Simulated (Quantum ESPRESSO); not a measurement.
# Ti (Im-3m) in Quantum ESPRESSO: a series of runs

The runs below take Ti through phonon dispersion, with PBE, PBEsol.

All numbers are computed with Quantum ESPRESSO 7.5; they aren't measurements. Logs are shortened: lines on timing, memory, paths and dates and some standing lists are left out, and cuts for length are marked.

## Step 1: Starting point

The structure is cubic, space group Im-3m (No. 229). The conventional cell has a = 3.282 Å, b = 3.282 Å, c = 3.282 Å, α = 90.00°, β = 90.00°, γ = 90.00°. Around Ti (site symmetry m-3m) lie 8 Ti at 2.84 Å.

This isn't the form of Ti at room conditions, which is hcp.

## Step 2: Phonon dispersion, PBE

Contents of pw.in:

```
&CONTROL
  calculation = 'scf'
  prefix = 'pwscf'
  outdir = './tmp'
  pseudo_dir = './pseudo'
  tprnfor = .true.
  tstress = .true.
  disk_io = 'low'
/
&SYSTEM
  ibrav = 0
  nat = 1
  ntyp = 1
  ecutwfc = 45
  ecutrho = 360
  nbnd = 12
  occupations = 'smearing'
  smearing = 'mv'
  degauss = 0.01469973
/
&ELECTRONS
  conv_thr = 2d-10
  electron_maxstep = 120
  mixing_beta = 0.5
/
ATOMIC_SPECIES
Ti    47.8670 ti_pbe_v1.4.uspp.F.UPF
CELL_PARAMETERS angstrom
  -1.6410000000    1.6410000000    1.6410000000
   1.6410000000   -1.6410000000    1.6410000000
   1.6410000000    1.6410000000   -1.6410000000
ATOMIC_POSITIONS angstrom
Ti     0.0000000000    0.0000000000    0.0000000000
K_POINTS automatic
12 12 12 0 0 0
```

Contents of relax.in:

```
&CONTROL
  calculation = 'vc-relax'
  prefix = 'pwscf'
  outdir = './tmp'
  pseudo_dir = './pseudo'
  tprnfor = .true.
  tstress = .true.
  disk_io = 'low'
  nstep = 40
  forc_conv_thr = 0.0001
  etot_conv_thr = 1d-06
/
&SYSTEM
  ibrav = 0
  nat = 1
  ntyp = 1
  ecutwfc = 45
  ecutrho = 360
  nbnd = 12
  occupations = 'smearing'
  smearing = 'mv'
  degauss = 0.01469973
/
&ELECTRONS
  conv_thr = 2d-10
  electron_maxstep = 120
  mixing_beta = 0.5
/
&IONS
  ion_dynamics = 'bfgs'
/
&CELL
  cell_dynamics = 'bfgs'
  press = 0
  press_conv_thr = 0.2
/
ATOMIC_SPECIES
Ti    47.8670 ti_pbe_v1.4.uspp.F.UPF
CELL_PARAMETERS angstrom
  -1.6410000000    1.6410000000    1.6410000000
   1.6410000000   -1.6410000000    1.6410000000
   1.6410000000    1.6410000000   -1.6410000000
ATOMIC_POSITIONS angstrom
Ti     0.0000000000    0.0000000000    0.0000000000
K_POINTS automatic
12 12 12 0 0 0
```

Contents of scf2.in:

```
&CONTROL
  calculation = 'scf'
  prefix = 'pwscf'
  outdir = './tmp'
  pseudo_dir = './pseudo'
  tprnfor = .true.
  tstress = .true.
  disk_io = 'low'
/
&SYSTEM
  ibrav = 0
  nat = 1
  ntyp = 1
  ecutwfc = 45
  ecutrho = 360
  nbnd = 12
  occupations = 'smearing'
  smearing = 'mv'
  degauss = 0.01469973
/
&ELECTRONS
  conv_thr = 1d-13
  electron_maxstep = 120
  mixing_beta = 0.5
  startingpot = 'file'
  startingwfc = 'file'
/
ATOMIC_SPECIES
Ti    47.8670 ti_pbe_v1.4.uspp.F.UPF
CELL_PARAMETERS angstrom
  -1.6265709091    1.6265709091    1.6265709091
   1.6265709091   -1.6265709091    1.6265709091
   1.6265709091    1.6265709091   -1.6265709091
ATOMIC_POSITIONS angstrom
Ti     0.0000000000    0.0000000000    0.0000000000
K_POINTS automatic
12 12 12 0 0 0
```

Contents of ph.in:

```
phonon_bands of Ti
&INPUTPH
  prefix = 'pwscf'
  outdir = './tmp'
  tr2_ph = 1d-18
  fildyn = 'dyn'
  niter_ph = 90
  alpha_mix(1) = 0.4
  ldisp = .true.
  nq1 = 3
  nq2 = 3
  nq3 = 3
/
```

Contents of q2r.in:

```
&INPUT
  fildyn = 'dyn'
  zasr = 'crystal'
  flfrc = 'fc'
/
```

Contents of matdyn.in:

```
&INPUT
  asr = 'crystal'
  flfrc = 'fc'
  flfrq = 'freq'
  q_in_cryst_coord = .true.
  flvec = ' '
/
80
 0.0000000000  0.0000000000  0.0000000000
 0.0312500000 -0.0312500000  0.0312500000
 0.0625000000 -0.0625000000  0.0625000000
 0.0937500000 -0.0937500000  0.0937500000
 0.1250000000 -0.1250000000  0.1250000000
 0.1562500000 -0.1562500000  0.1562500000
 0.1875000000 -0.1875000000  0.1875000000
 0.2187500000 -0.2187500000  0.2187500000
 0.2500000000 -0.2500000000  0.2500000000
 0.2812500000 -0.2812500000  0.2812500000
 0.3125000000 -0.3125000000  0.3125000000
 0.3437500000 -0.3437500000  0.3437500000
 0.3750000000 -0.3750000000  0.3750000000
 0.4062500000 -0.4062500000  0.4062500000
 0.4375000000 -0.4375000000  0.4375000000
 0.4687500000 -0.4687500000  0.4687500000
 0.5000000000 -0.5000000000  0.5000000000
 0.4545454545 -0.4545454545  0.5000000000
 0.4090909091 -0.4090909091  0.5000000000
 0.3636363636 -0.3636363636  0.5000000000
 0.3181818182 -0.3181818182  0.5000000000
 0.2727272727 -0.2727272727  0.5000000000
 0.2272727273 -0.2272727273  0.5000000000
 0.1818181818 -0.1818181818  0.5000000000
 0.1363636364 -0.1363636364  0.5000000000
 0.0909090909 -0.0909090909  0.5000000000
 0.0454545455 -0.0454545455  0.5000000000
 0.0000000000  0.0000000000  0.5000000000
 0.0000000000  0.0000000000  0.4583333333
 0.0000000000  0.0000000000  0.4166666667
 0.0000000000  0.0000000000  0.3750000000
 0.0000000000  0.0000000000  0.3333333333
 0.0000000000  0.0000000000  0.2916666667
 0.0000000000  0.0000000000  0.2500000000
 0.0000000000  0.0000000000  0.2083333333
 0.0000000000  0.0000000000  0.1666666667
 0.0000000000  0.0000000000  0.1250000000
 0.0000000000  0.0000000000  0.0833333333
 0.0000000000  0.0000000000  0.0416666667
 0.0000000000  0.0000000000  0.0000000000
 0.0166666667  0.0166666667  0.0166666667
 0.0333333333  0.0333333333  0.0333333333
 0.0500000000  0.0500000000  0.0500000000
 0.0666666667  0.0666666667  0.0666666667
 0.0833333333  0.0833333333  0.0833333333
 0.1000000000  0.1000000000  0.1000000000
 0.1166666667  0.1166666667  0.1166666667
 0.1333333333  0.1333333333  0.1333333333
 0.1500000000  0.1500000000  0.1500000000
 0.1666666667  0.1666666667  0.1666666667
 0.1833333333  0.1833333333  0.1833333333
 0.2000000000  0.2000000000  0.2000000000
 0.2166666667  0.2166666667  0.2166666667
 0.2333333333  0.2333333333  0.2333333333
 0.2500000000  0.2500000000  0.2500000000
 0.2666666667  0.2000000000  0.2666666667
 0.2833333333  0.1500000000  0.2833333333
 0.3000000000  0.1000000000  0.3000000000
 0.3166666667  0.0500000000  0.3166666667
 0.3333333333  0.0000000000  0.3333333333
 0.3500000000 -0.0500000000  0.3500000000
 0.3666666667 -0.1000000000  0.3666666667
 0.3833333333 -0.1500000000  0.3833333333
 0.4000000000 -0.2000000000  0.4000000000
 0.4166666667 -0.2500000000  0.4166666667
 0.4333333333 -0.3000000000  0.4333333333
 0.4500000000 -0.3500000000  0.4500000000
 0.4666666667 -0.4000000000  0.4666666667
 0.4833333333 -0.4500000000  0.4833333333
 0.5000000000 -0.5000000000  0.5000000000
 0.2500000000  0.2500000000  0.2500000000
 0.2222222222  0.2222222222  0.2777777778
 0.1944444444  0.1944444444  0.3055555556
 0.1666666667  0.1666666667  0.3333333333
 0.1388888889  0.1388888889  0.3611111111
 0.1111111111  0.1111111111  0.3888888889
 0.0833333333  0.0833333333  0.4166666667
 0.0555555556  0.0555555556  0.4444444444
 0.0277777778  0.0277777778  0.4722222222
 0.0000000000  0.0000000000  0.5000000000
```

Contents of matdyn_dos.in:

```
&INPUT
  asr = 'crystal'
  flfrc = 'fc'
  dos = .true.
  fldos = 'phdos'
  nk1 = 18
  nk2 = 18
  nk3 = 18
  deltaE = 1
  flvec = ' '
  flfrq = ' '
/
```

Contents of matdyn_mesh.in:

```
&INPUT
  asr = 'crystal'
  flfrc = 'fc'
  flfrq = 'mesh'
  q_in_cryst_coord = .true.
  flvec = ' '
/
1000
 0.05000000  0.05000000  0.05000000
 0.05000000  0.05000000  0.15000000
 0.05000000  0.05000000  0.25000000
[... 997 further points of the even 10 x 10 x 10 mesh, shifted by half a step ...]
```

Potentials or basis: GBRV 1.5 PBE.

The run is started by

```sh
OMP_NUM_THREADS=1 pw.x -in pw.in > pw.out
OMP_NUM_THREADS=1 pw.x -in relax.in > relax.out
OMP_NUM_THREADS=1 pw.x -in scf2.in > scf2.out
OMP_NUM_THREADS=1 ph.x -in ph.in > ph.out
OMP_NUM_THREADS=1 q2r.x -in q2r.in > q2r.out
OMP_NUM_THREADS=1 matdyn.x -in matdyn.in > matdyn.out
OMP_NUM_THREADS=1 matdyn.x -in matdyn_dos.in > matdyn_dos.out
OMP_NUM_THREADS=1 matdyn.x -in matdyn_mesh.in > matdyn_mesh.out
```

pw.out:

```text
This program is part of the open-source Quantum ESPRESSO suite
     for quantum simulation of materials; please cite
[... 9 lines left out ...]
     --------------------
     sticks:   dense  smooth     PW     G-vecs:    dense   smooth      PW
     Sum         781     391    155                13811     4897    1205

     Using Slab Decomposition

     bravais-lattice index     =            0
     lattice parameter (alat)  =       5.3712  a.u.
     unit-cell volume          =     119.2840 (a.u.)^3
     number of atoms/cell      =            1
     number of atomic types    =            1
     number of electrons       =        12.00
     number of Kohn-Sham states=           12
     kinetic-energy cutoff     =      45.0000  Ry
     charge density cutoff     =     360.0000  Ry
     scf convergence threshold =      2.0E-10
     mixing beta               =       0.5000
     number of iterations used =            8  plain     mixing
     Exchange-correlation=  SLA  PW   PBX  PBC
                           (   1   4   3   4   0   0   0)

     celldm(1)=   5.371160  celldm(2)=   0.000000  celldm(3)=   0.000000
     celldm(4)=   0.000000  celldm(5)=   0.000000  celldm(6)=   0.000000

     crystal axes: (cart. coord. in units of alat)
               a(1) = (  -0.577350   0.577350   0.577350 )
               a(2) = (   0.577350  -0.577350   0.577350 )
               a(3) = (   0.577350   0.577350  -0.577350 )

     reciprocal axes: (cart. coord. in units 2 pi/alat)
               b(1) = ( -0.000000  0.866025  0.866025 )
               b(2) = (  0.866025 -0.000000  0.866025 )
               b(3) = (  0.866025  0.866025  0.000000 )

     PseudoPot. # 1 for Ti read from file:
     ti_pbe_v1.4.uspp.F.UPF
     Pseudo is Ultrasoft + core correction, Zval = 12.0
     Generated by new atomic code, or converted to UPF format
     Using radial grid of  851 points,  6 beta functions with:
                l(1) =   0
                l(2) =   0
                l(3) =   1
                l(4) =   1
                l(5) =   2
                l(6) =   2
     Q(r) pseudized with  6 coefficients,  rinner =    1.000   1.000   1.000
                                                       1.000   1.000

     atomic species   valence    mass     pseudopotential
     Ti               12.00    47.86700     Ti( 1.00)

     48 Sym. Ops., with inversion, found

   Cartesian axes

     site n.     atom                  positions (alat units)
         1        Ti     tau(   1) = (   0.0000000   0.0000000   0.0000000  )

     number of k points=    72  Marzari-Vanderbilt smearing, width (Ry)=  0.0147
                       cart. coord. in units 2pi/alat
        k(    1) = (   0.0000000   0.0000000   0.0000000), wk =   0.0011574
        k(    2) = (   0.0721688   0.0721688   0.0000000), wk =   0.0138889
        k(    3) = (   0.1443376   0.1443376   0.0000000), wk =   0.0138889
        k(    4) = (   0.2165064   0.2165064   0.0000000), wk =   0.0138889
        k(    5) = (   0.2886751   0.2886751   0.0000000), wk =   0.0138889
        k(    6) = (   0.3608439   0.3608439   0.0000000), wk =   0.0138889
[... 64 lines left out ...]
        k(   71) = (  -0.8660254  -0.0721688  -0.0721688), wk =   0.0138889
        k(   72) = (  -0.8660254  -0.8660254  -0.8660254), wk =   0.0011574

     Dense  grid:    13811 G-vectors     FFT dimensions: (  36,  36,  36)

     Smooth grid:     4897 G-vectors     FFT dimensions: (  24,  24,  24)

     Check: negative core charge=   -0.000016

     Initial potential from superposition of free atoms

     starting charge      11.0000, renormalised to      12.0000

     negative rho (up, down):  9.874E-04 0.000E+00
     Starting wfcs are   10 randomized atomic wfcs +    2 random wfcs

     Self-consistent Calculation

     iteration #  1     ecut=    45.00 Ry     beta= 0.50
     Davidson diagonalization with overlap
     ethr =  1.00E-02,  avg # of iterations =  4.7

     negative rho (up, down):  1.490E-03 0.000E+00

     total energy              =    -119.05095305 Ry
     estimated scf accuracy    <       0.70507622 Ry

     iteration #  2     ecut=    45.00 Ry     beta= 0.50
     Davidson diagonalization with overlap
     ethr =  5.88E-03,  avg # of iterations =  2.0

     negative rho (up, down):  6.375E-04 0.000E+00

     total energy              =    -119.23450195 Ry
     estimated scf accuracy    <       0.03649852 Ry

     iteration #  3     ecut=    45.00 Ry     beta= 0.50
     Davidson diagonalization with overlap
     ethr =  3.04E-04,  avg # of iterations =  1.9

     negative rho (up, down):  4.506E-04 0.000E+00

     total energy              =    -119.24206755 Ry
     estimated scf accuracy    <       0.00028951 Ry

     iteration #  4     ecut=    45.00 Ry     beta= 0.50
     Davidson diagonalization with overlap
     ethr =  2.41E-06,  avg # of iterations =  4.1
[... 28 lines left out ...]
     negative rho (up, down):  4.480E-04 0.000E+00

     total energy              =    -119.24213367 Ry
     estimated scf accuracy    <       0.00000003 Ry

     iteration #  8     ecut=    45.00 Ry     beta= 0.50
     Davidson diagonalization with overlap
     ethr =  2.67E-10,  avg # of iterations =  1.1

     negative rho (up, down):  4.480E-04 0.000E+00

     total energy              =    -119.24213368 Ry
     estimated scf accuracy    <          8.9E-10 Ry

     iteration #  9     ecut=    45.00 Ry     beta= 0.50
     Davidson diagonalization with overlap
     ethr =  7.41E-12,  avg # of iterations =  2.0

     negative rho (up, down):  4.480E-04 0.000E+00

     End of self-consistent calculation

          k = 0.0000 0.0000 0.0000 (   603 PWs)   bands (ev):

   -43.6535 -19.5385 -19.5385 -19.5385   6.9822  13.8576  13.8576  13.8576
    15.5822  15.5822  30.1748  30.1748

          k = 0.0722 0.0722 0.0000 (   613 PWs)   bands (ev):

   -43.6453 -19.5829 -19.5522 -19.5388   7.2147  13.7529  13.8250  14.0259
    15.4655  15.5889  29.7697  30.1244

          k = 0.1443 0.1443 0.0000 (   613 PWs)   bands (ev):

   -43.6229 -19.7029 -19.5896 -19.5394   7.8756  13.4790  13.6542  14.5089
    15.2897  15.6174  28.4882  29.6166

          k = 0.2165 0.2165 0.0000 (   607 PWs)   bands (ev):

   -43.5922 -19.8638 -19.6402 -19.5404   8.8366  13.1302  13.3328  15.2360
    15.2992  15.6815  26.4527  28.4882

          k = 0.2887 0.2887 0.0000 (   606 PWs)   bands (ev):

   -43.5613 -20.0215 -19.6905 -19.5414   9.8052  12.8061  13.1960  15.4418
    15.7776  16.0699  24.1847  27.3012

          k = 0.3608 0.3608 0.0000 (   604 PWs)   bands (ev):

   -43.5385 -20.1349 -19.7269 -19.5421  10.3529  12.5822  13.5837  15.5543
    15.8711  16.7800  22.2826  26.4610
[... 311 lines left out ...]
          k =-0.7939-0.0722-0.1443 (   623 PWs)   bands (ev):

   -43.4604 -20.0021 -19.9594 -19.8844  11.1544  11.1871  15.2053  16.0385
    16.5867  20.0595  21.9232  22.0664

          k = 0.0000 0.0000 0.7217 (   618 PWs)   bands (ev):

   -43.4555 -19.9775 -19.9468 -19.9468  11.0253  11.0889  16.0017  16.0017
    16.5092  19.5690  22.3047  22.3047

          k =-0.8660-0.0722-0.0722 (   610 PWs)   bands (ev):

   -43.4495 -19.9913 -19.9622 -19.9496  10.9496  10.9515  16.1996  16.2915
    16.7496  20.7904  21.1227  21.7376

          k =-0.8660-0.8660-0.8660 (   610 PWs)   bands (ev):

   -43.4436 -19.9778 -19.9778 -19.9778  10.8307  10.8307  16.7272  16.7272
    16.7272  21.1057  21.1057  21.1057

     the Fermi energy is    12.8791 ev

!    total energy              =    -119.24213368 Ry
     estimated scf accuracy    <          3.6E-11 Ry
     smearing contrib. (-TS)   =       0.00022644 Ry
     internal energy E=F+TS    =    -119.24236011 Ry

     The total energy is F=E-TS. E is the sum of the following terms:
     one-electron contribution =     -41.22109707 Ry
     hartree contribution      =      24.50782277 Ry
     xc contribution           =     -18.03331661 Ry
     ewald contribution        =     -84.49576921 Ry

     convergence has been achieved in   9 iterations

     negative rho (up, down):  4.480E-04 0.000E+00

     Forces acting on atoms (cartesian axes, Ry/au):

     atom    1 type  1   force =     0.00000000    0.00000000    0.00000000

     Total force =     0.000000     Total SCF correction =     0.000000

     Computing stress (Cartesian axis) and pressure

     negative rho (up, down):  4.480E-04 0.000E+00
          total   stress  (Ry/bohr**3)                   (kbar)     P=      -26.97
  -0.00018332  -0.00000000   0.00000000          -26.97       -0.00        0.00
  -0.00000000  -0.00018332  -0.00000000           -0.00      -26.97       -0.00
   0.00000000   0.00000000  -0.00018332            0.00        0.00      -26.97

=------------------------------------------------------------------------------=
   JOB DONE.
=------------------------------------------------------------------------------=
```

Run time: 16 min. Hardware: 1 thread of Arm Neoverse V2, shared host; peak memory 0.09 GiB.

What came out:

```
Free energy                            : -1622.3758 eV
Relaxed volume                         : 17.21 Å³/atom
Relaxed cell                           : a = 2.817 Å, b = 2.817 Å, c = 2.817 Å, α = 109.47°, β = 109.47°, γ = 109.47°
Space group after relaxing (to 0.05 Å) : Im-3m (No. 229)
Pressure after relaxing                : 0.0 GPa
Band gap on the k mesh                 : none (metal or under the smearing width)
Highest phonon frequency               : 227 cm⁻¹
Most unstable mode                     : 136i cm⁻¹
```

The path:
| step | energy change (eV) | largest force (eV/Å) | pressure (GPa) | volume (Å³) |
| --- | --- | --- | --- | --- |
| 1 | 0.0000 | 0.0000 | -2.70 | 17.68 |
| 2 | -0.0030 | 0.0000 | -1.31 | 17.43 |
| 3 | -0.0040 | 0.0000 | 0.02 | 17.21 |
| 4 | -0.0040 | 0.0000 | 0.00 | 17.21 |

Final structure:
```xyz
1
Lattice="-1.6266 1.6266 1.6266 1.6266 -1.6266 1.6266 1.6266 1.6266 -1.6266" Properties=species:S:1:pos:R:3 pbc="T T T"
Ti    0.0000    0.0000    0.0000
```

Phonon frequencies in cm⁻¹ (negative: imaginary):
```tsv
q point	frequencies
(0.000, 0.000, 0.000)	0 0 0
(0.219, -0.219, 0.219)	129 142 142
(0.438, -0.438, 0.438)	221 222 222
(0.273, -0.273, 0.500)	181 197 199
(0.000, 0.000, 0.458)	-130 133 187
(0.000, 0.000, 0.167)	-88 75 129
(0.050, 0.050, 0.050)	-47 -47 113
(0.167, 0.167, 0.167)	-118 -118 180
(0.283, 0.150, 0.283)	-120 -53 -53
(0.400, -0.200, 0.400)	183 185 185
(0.250, 0.250, 0.250)	-98 -98 -98
(0.056, 0.056, 0.444)	-132 121 176
```

Phonon frequencies at the corners of the path (cm⁻¹, interpolated; i marks imaginary ones):
```tsv
point	frequencies
Γ	0 0 0
H	227 227 227
N	130i 134 187
P	98i 98i 98i
```

Phonon states per cell in windows of 20 cm⁻¹ (negative: imaginary):
| from (cm⁻¹) | total |
| --- | --- |
| -140 | 0.17 |
| -120 | 0.18 |
| -100 | 0.13 |
| -80 | 0.09 |
| -60 | 0.07 |
| -40 | 0.05 |
| -20 | 0.05 |
| 0 | 0.05 |
| 20 | 0.06 |
| 40 | 0.08 |
| 60 | 0.10 |
| 80 | 0.14 |
| 100 | 0.19 |
| 120 | 0.25 |
| 140 | 0.25 |
| 160 | 0.34 |
| 180 | 0.63 |
| 200 | 0.14 |
| 220 | 0.02 |

Caveat: some modes are imaginary; the q mesh is small, so phonon branches between its points and thermal values are rough.

(Part 1 of 2 ends here.)
